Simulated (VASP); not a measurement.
# Au (Im-3m) in VASP: further runs

The runs below take Au through single point, with PBE.

All numbers are computed with VASP 6.6.1; they aren't measurements. Logs are shortened: lines on timing, memory, paths and dates and some standing lists are left out, and cuts for length are marked.

### 1 The crystal as given

Symmetry: Im-3m, No. 229, cubic system. Conventional cell: a = 3.315 Å, b = 3.315 Å, c = 3.315 Å, α = 90.00°, β = 90.00°, γ = 90.00°. Au (site symmetry m-3m) has 8 Au at 2.87 Å as nearest neighbours.

This isn't the form of Au at room conditions, which is fcc.

### 2 Single point, PBE

File INCAR:

```
  ADDGRID = F
  ALGO = Normal
  EDIFF = 1E-6
  ENCUT = 460
  GGA = PE
  ISIF = 2
  ISMEAR = 1
  LASPH = T
  LCHARG = F
  LREAL = F
  LWAVE = F
  NBANDS = 12
  NELM = 100
  PREC = Accurate
  SIGMA = 0.02
```

File KPOINTS:

```
k-points
0
Gamma
  10 10 10
```

File POSCAR:

```
Au
1.0
   -1.6572690000      1.6572690000      1.6572690000
    1.6572690000     -1.6572690000      1.6572690000
    1.6572690000      1.6572690000     -1.6572690000
Au
1
Direct
    0.0000000000      0.0000000000      0.0000000000
```

Potentials or basis: VASP PAW PBE potentials, release 64 (Au).

On the command line:

```sh
> cat potpaw_PBE.64/Au/POTCAR > POTCAR
> mpirun -np 1 vasp_std > vasp.out
```

OUTCAR:

```text
EDIFF = 1E-6
   ENCUT = 460
   GGA = PE
   ISIF = 2
   ISMEAR = 1
   LASPH = T
   LREAL = F
   NELM = 100
   PREC = Accurate

 Found     47 irreducible k-points:

 Following reciprocal coordinates:
            Coordinates               Weight
  0.000000  0.000000  0.000000      1.000000
  0.100000  0.000000  0.000000     12.000000
  0.200000  0.000000  0.000000     12.000000
  0.300000  0.000000  0.000000     12.000000
  0.400000  0.000000  0.000000     12.000000
  0.500000  0.000000  0.000000      6.000000
   k-points           NKPTS =     47   k-points in BZ     NKDIM =     47   number of bands    NBANDS=     12
   number of dos      NEDOS =    301   number of ions     NIONS =      1
   total plane-waves  NPLWV =   8000
   dimension x,y,z NGX =    20 NGY =   20 NGZ =   20
   dimension x,y,z NGXF=    40 NGYF=   40 NGZF=   40
   ions per type =               1
   NGX,Y,Z   is equivalent  to a cutoff of  11.58, 11.58, 11.58 a.u.
   NGXF,Y,Z  is equivalent  to a cutoff of  23.17, 23.17, 23.17 a.u.
 SYSTEM =  unknown system
   PREC   = accura    normal or accurate (medium, high low for compatibility)
   ISTART =      0    job   : 0-new  1-cont  2-samecut
   ICHARG =      2    charge: 1-file 2-atom 10-const
   ISPIN  =      1    spin polarized calculation?
   LNONCOLLINEAR =      F non collinear calculations
   LSORBIT =      F    spin-orbit coupling
   LASPH  =      T    aspherical Exc in radial PAW
   ENCUT  =  460.0 eV  33.81 Ry    5.81 a.u.   5.02  5.02  5.02*2*pi/ulx,y,z
   NELM   =    100;   NELMIN=  2; NELMDL= -5     # of ELM steps
   EDIFF  = 0.1E-05   stopping-criterion for ELM
   LREAL  =      F    real-space projection
   EDIFFG = 0.1E-04   stopping-criterion for IOM
   NSW    =      0    number of steps for IOM
   IBRION =     -1    ionic relax: 0-MD 1-quasi-New 2-CG
   NFREE  =      0    steps in history (QN), initial steepest desc. (CG)
   ISIF   =      2    stress and relaxation
   ISYM   =      2    0-nonsym 1-usesym 2-fastsym
   POTIM  = 0.5000    time-step for ionic-motion
   TEBEG  =    0.0;   TEEND  =   0.0 temperature during run
   PSTRESS=    0.0 pullay stress
   NELECT =      11.0000    total number of electrons
   NUPDOWN=      -1.0000    fix difference up-down
   EMIN   =  10.00;   EMAX   =-10.00  energy-range for DOS
   EFERMI =   0.00;   METHOD = LEGACY
   ISMEAR =     1;   SIGMA  =   0.02  broadening in eV -4-tet -1-fermi 0-gaus
   EFERMI_NEDOS =   21; number of points for ismear=-14 and -15
   IALGO  =     38    algorithm
   IMIX   =      4    mixing-type and parameters
     AMIX     =   0.40;   BMIX     =  1.00
     AMIX_MAG =   1.60;   BMIX_MAG =  1.00
  volume/ion in A,a.u.               =      18.21       122.87
  Fermi-wavevector in a.u.,A,eV,Ry     =   1.383968  2.615320 26.060157  1.915367
  Thomas-Fermi vector in A             =   2.508516
   LORBIT       =      0    0 simple, 1 ext, 2 COOP (PROOUT), +10 PAW based schemes
   GGA     = PE    functional components
   LHFCALC =     F    Hartree Fock is set to
   AEXX    =    0.0000 exact exchange contribution
   IVDW    =     0    specifies the selected vdW correction
   LEPSILON=     F    determine dielectric tensor
   LRPA    =     F    only Hartree local field effects (RPA)
 non-spin polarized calculation
 Methfessel and Paxton  Order N= 1 SIGMA  =   0.02
  energy-cutoff  :      460.00
  volume of cell :       18.21
 maximum number of plane-waves:       420
   NGX =  9   NGY =  9   NGZ =  9

 number of electron      10.9999996 magnetization

 Free energy of the ion-electron system (eV)
  ---------------------------------------------------
  ext. energy  EPLUGINS =         0.00000000
  ---------------------------------------------------
  free energy    TOTEN  =        -3.17901847 eV

  energy without entropy =       -3.17884246  energy(sigma->0) =       -3.17895980

 E-fermi :   8.5488     XC(G=0): -12.3302

 val. band max:        8.5431029204   @ k =   0.4000   0.1000  -0.0000
 cond. band min:       8.5661972347   @ k =   0.3000   0.1000   0.1000
 fundamental gap:      0.0230943143
 Fermi energy:         8.5488367102

 k-point     1 :       0.0000    0.0000    0.0000
  band No.  band energies     occupation
      1      -0.7574      2.00000
      2       3.8675      2.00000
      3       3.8675      2.00000
      4       3.8675      2.00000
      5       5.6059      2.00000
      6       5.6059      2.00000
      7      24.9122      0.00000
      8      24.9122      0.00000
      9      24.9122      0.00000
     10      31.5624      0.00000
     11      31.5624      0.00000
     12      31.5624      0.00000

 k-point     2 :       0.1000    0.0000    0.0000
  band No.  band energies     occupation
      1      -0.4133      2.00000
      2       3.7655      2.00000
      3       3.8773      2.00000
      4       4.1016      2.00000
      5       5.4925      2.00000
      6       5.6136      2.00000
      7      24.6580      0.00000
      8      24.9189      0.00000
      9      25.3300      0.00000
     10      28.9990      0.00000
     11      29.3978      0.00000
     12      30.3416      0.00000

 k-point     3 :       0.2000    0.0000    0.0000
  band No.  band energies     occupation
      1       0.5138      2.00000
      2       3.5086      2.00000
      3       3.9193      2.00000
      4       4.7599      2.00000
      5       5.3315      2.00000
      6       5.6419      2.00000
      7      22.1135      0.00000
      8      24.0405      0.00000
      9      26.4635      0.00000
     10      27.6712      0.00000
     11      27.7490      0.00000
     12      28.9586      0.00000

 k-point     4 :       0.3000    0.0000    0.0000
  band No.  band energies     occupation
      1       1.4812      2.00000
      2       3.2091      2.00000
      3       4.4305      2.00000
      4       5.3674      2.00000
      5       5.6914      2.00000
      6       5.6942      2.00000
      7      17.9741      0.00000
      8      22.4105      0.00000
      9      24.8475      0.00000
     10      27.9570      0.00000
     11      28.2567      0.00000
     12      30.7457      0.00000

 k-point     5 :       0.4000    0.0000    0.0000
  band No.  band energies     occupation
      1       1.7459      2.00000
      2       2.9796      2.00000
      3       5.3789      2.00000
      4       5.7515      2.00000
      5       6.3469      2.00000
      6       6.5842      2.00000
      7      14.0032      0.00000
      8      21.1908      0.00000
      9      22.6950      0.00000
     10      28.9334      0.00000
     11      29.2474      0.00000
     12      31.6933      0.00000

 k-point     6 :       0.5000    0.0000    0.0000
  band No.  band energies     occupation
      1       1.7329      2.00000
      2       2.8947      2.00000
      3       5.4700      2.00000
      4       5.7772      2.00000
      5       6.9726      2.00000
      6       8.0659      2.00000
      7      11.5973      0.00000
      8      20.7554      0.00000
      9      21.8704      0.00000
     10      29.3039      0.00000
     11      29.7576      0.00000
     12      31.0534      0.00000

 [... further k-points ...]
[... 5 lines left out ...]
  --------------------------------------------------------------------------------------
  -------------------------------------------------------------------------------------
  Total       -0.2391813     -0.2391813     -0.2391813      0.0000000     -0.0000000     -0.0000000
  in kB      -21.0474167    -21.0474167    -21.0474167      0.0000000     -0.0000000     -0.0000000
  external PRESSURE =     -21.0474167 kB  Pullay stress =       0.0000000 kB

 VOLUME and BASIS-vectors are now :
 -----------------------------------------------------------------------------
  energy-cutoff  :      460.00
  volume of cell :       18.21
      direct lattice vectors                 reciprocal lattice vectors
    -1.657269000  1.657269000  1.657269000     0.000000000  0.301701172  0.301701172
     1.657269000 -1.657269000  1.657269000     0.301701172  0.000000000  0.301701172
     1.657269000  1.657269000 -1.657269000     0.301701172  0.301701172  0.000000000

 POSITION                                       TOTAL-FORCE (eV/Angst)
 -----------------------------------------------------------------------------------
      0.00000      0.00000      0.00000         0.000000      0.000000     -0.000000
 -----------------------------------------------------------------------------------
    total drift:                                0.000000     -0.000000      0.000000

  FREE ENERGIE OF THE ION-ELECTRON SYSTEM (eV)
  ---------------------------------------------------
  free  energy   TOTEN  =        -3.1790184746 eV

  energy  without entropy=       -3.1788424595  energy(sigma->0) =       -3.17895980
```

It took 5.1 s on 1 thread of Intel Xeon 6975P-C (Granite Rapids), shared host; peak memory 0.12 GiB.

These settings aren't checked as converged: the numbers below hold their error.

Results:

- Free energy: -3.1790 eV
- Pressure: -2.1 GPa
- Band gap on the k mesh: none (metal or under the smearing width)

### 3 Single point, PBE

INCAR, as its differences from that of step 2:

```diff
@@ -6,3 +6,3 @@
   ISIF = 2
-  ISMEAR = 1
+  ISMEAR = -5
   LASPH = T
@@ -14,2 +14,2 @@
   PREC = Accurate
-  SIGMA = 0.02
+  SIGMA = 0.15
```

KPOINTS is that of step 2.

POSCAR is that of step 2.

Potentials or basis: VASP PAW PBE potentials, release 64 (Au).

On the command line:

```sh
> cat potpaw_PBE.64/Au/POTCAR > POTCAR
> mpirun -np 1 vasp_std > vasp.out
```

OUTCAR:

```text
EDIFF = 1E-6
   ENCUT = 460
   GGA = PE
   ISIF = 2
   ISMEAR = -5
   LASPH = T
   LREAL = F
   NELM = 100
   PREC = Accurate

 Found     47 irreducible k-points:

 Following reciprocal coordinates:
            Coordinates               Weight
  0.000000  0.000000  0.000000      1.000000
  0.100000  0.000000  0.000000     12.000000
  0.200000  0.000000  0.000000     12.000000
  0.300000  0.000000  0.000000     12.000000
  0.400000  0.000000  0.000000     12.000000
  0.500000  0.000000  0.000000      6.000000
   k-points           NKPTS =     47   k-points in BZ     NKDIM =     47   number of bands    NBANDS=     12
   number of dos      NEDOS =    301   number of ions     NIONS =      1
   total plane-waves  NPLWV =   8000
   dimension x,y,z NGX =    20 NGY =   20 NGZ =   20
   dimension x,y,z NGXF=    40 NGYF=   40 NGZF=   40
   ions per type =               1
   NGX,Y,Z   is equivalent  to a cutoff of  11.58, 11.58, 11.58 a.u.
   NGXF,Y,Z  is equivalent  to a cutoff of  23.17, 23.17, 23.17 a.u.
 SYSTEM =  unknown system
   PREC   = accura    normal or accurate (medium, high low for compatibility)
   ISTART =      0    job   : 0-new  1-cont  2-samecut
   ICHARG =      2    charge: 1-file 2-atom 10-const
   ISPIN  =      1    spin polarized calculation?
   LNONCOLLINEAR =      F non collinear calculations
   LSORBIT =      F    spin-orbit coupling
   LASPH  =      T    aspherical Exc in radial PAW
[... 57 lines left out ...]

 k-point     1 :       0.0000    0.0000    0.0000
  band No.  band energies     occupation
      1      -0.7553      2.00000
      2       3.8956      2.00000
      3       3.8956      2.00000
      4       3.8956      2.00000
      5       5.6325      2.00000
      6       5.6325      2.00000
      7      24.9105      0.00000
      8      24.9105      0.00000
      9      24.9105      0.00000
     10      31.5705      0.00000
     11      31.5705      0.00000
     12      31.5705      0.00000
[... 61 lines left out ...]
 k-point     6 :       0.5000    0.0000    0.0000
  band No.  band energies     occupation
      1       1.7492      2.00000
      2       2.9200      2.00000
      3       5.4975      2.00000
      4       5.8052      2.00000
      5       7.0067      2.00000
      6       8.0662      1.82970
      7      11.6166      0.00000
      8      20.7527      0.00000
      9      21.8780      0.00000
     10      29.3110      0.00000
     11      29.7676      0.00000
     12      31.0545      0.00000

 [... further k-points ...]
[... 5 lines left out ...]
  --------------------------------------------------------------------------------------
  -------------------------------------------------------------------------------------
  Total       -0.1642241     -0.1642241     -0.1642241     -0.0000000      0.0000000      0.0000000
  in kB      -14.4513541    -14.4513541    -14.4513541     -0.0000000      0.0000000      0.0000000
  external PRESSURE =     -14.4513541 kB  Pullay stress =       0.0000000 kB

 VOLUME and BASIS-vectors are now :
 -----------------------------------------------------------------------------
  energy-cutoff  :      460.00
  volume of cell :       18.21
      direct lattice vectors                 reciprocal lattice vectors
    -1.657269000  1.657269000  1.657269000     0.000000000  0.301701172  0.301701172
     1.657269000 -1.657269000  1.657269000     0.301701172  0.000000000  0.301701172
     1.657269000  1.657269000 -1.657269000     0.301701172  0.301701172  0.000000000

 POSITION                                       TOTAL-FORCE (eV/Angst)
 -----------------------------------------------------------------------------------
      0.00000      0.00000      0.00000        -0.000000     -0.000000      0.000000
 -----------------------------------------------------------------------------------
    total drift:                                0.000000     -0.000000      0.000000

  FREE ENERGIE OF THE ION-ELECTRON SYSTEM (eV)
  ---------------------------------------------------
  free  energy   TOTEN  =        -3.1996882030 eV

  energy  without entropy=       -3.1996882030  energy(sigma->0) =       -3.19968820
```

stdout:

```text
POSCAR found type information on POSCAR Au
 POSCAR found :  1 types and       1 ions
 scaLAPACK will be used
 LDA part: xc-table for (Slater+PW92), standard interpolation
 POSCAR, INCAR and KPOINTS ok, starting setup
 FFT: planning ... GRIDC
 FFT: planning ... GRID_SOFT
 FFT: planning ... GRID
 WAVECAR not read
 entering main loop
 -----------------------------------------------------------------------------
|                                                                             |
|           W    W    AA    RRRRR   N    N  II  N    N   GGGG   !!!           |
|           W    W   A  A   R    R  NN   N  II  NN   N  G    G  !!!           |
|           W    W  A    A  R    R  N N  N  II  N N  N  G       !!!           |
|           W WW W  AAAAAA  RRRRR   N  N N  II  N  N N  G  GGG   !            |
|           WW  WW  A    A  R   R   N   NN  II  N   NN  G    G                |
|           W    W  A    A  R    R  N    N  II  N    N   GGGG   !!!           |
|                                                                             |
|     Tetrahedron method does not include variations of the Fermi             |
|     occupations, so forces and stress will be inaccurate. We suggest        |
|     using a different smearing scheme ISMEAR = 1 or 2 for metals in         |
|     relaxations.                                                            |
|                                                                             |
 -----------------------------------------------------------------------------
```

It took 5.5 s on 1 thread of Intel Xeon 6975P-C (Granite Rapids), shared host; peak memory 0.12 GiB.

The run converged, but some of its settings lie outside the range that counts as converged, so its numbers aren't taken as properties of the crystal.

Results:

```yaml
Free_energy: -3.1997 eV
Pressure: -1.4 GPa
Band_gap_on_the_k_mesh: none (metal or under the smearing width)
```

Caveat: tetrahedron occupations give inexact forces and stress in metals.

(Continued in part 2 of 2.)
